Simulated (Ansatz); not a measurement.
A run of Ansatz 0.2.0:

input.yaml

```yaml
crystal:
  lattice:
    - [3.653659, 0.0, 0.0]
    - [0.0, 3.653659, 0.0]
    - [0.0, 0.0, 3.653659]
  atoms:
    - { symbol: Pb, position: [0.0, 0.0, 0.0] }
    - { symbol: S, position: [0.5, 0.5, 0.5] }
hamiltonian:
  xc: blyp
  pseudopotentials: { kind: paw }
  dispersion: d3bj
kpoints:
  mp_grid: { grid: [7, 7, 7] }
scf:
  occupations: { method: fermi_dirac, width: 0.05 }
output:
  forces: true
  stress: true
  eigenvalues: true
relax:
  f_tol: 0.01
  max_steps: 40
  cell: { stress_tol: 0.05 }
```

Potentials or basis: Ansatz PAW.

Launch:

```console
$ ansatz run input.yaml --threads 2 --pin off --max-ram 5632MiB --backend cpu --events-out ev --progress --plain --runs-dir out
```

Hardware: 2 threads of Arm Neoverse V2 (shared host).

Task: How long does it take, and how much memory?

Result: Run time: 2.4 s on 2 threads of Arm Neoverse V2, on a shared host, peak memory 0.3 GiB. Counts: scf iterations 24, plane waves 925, k points 20, bands 14, ion steps 4.
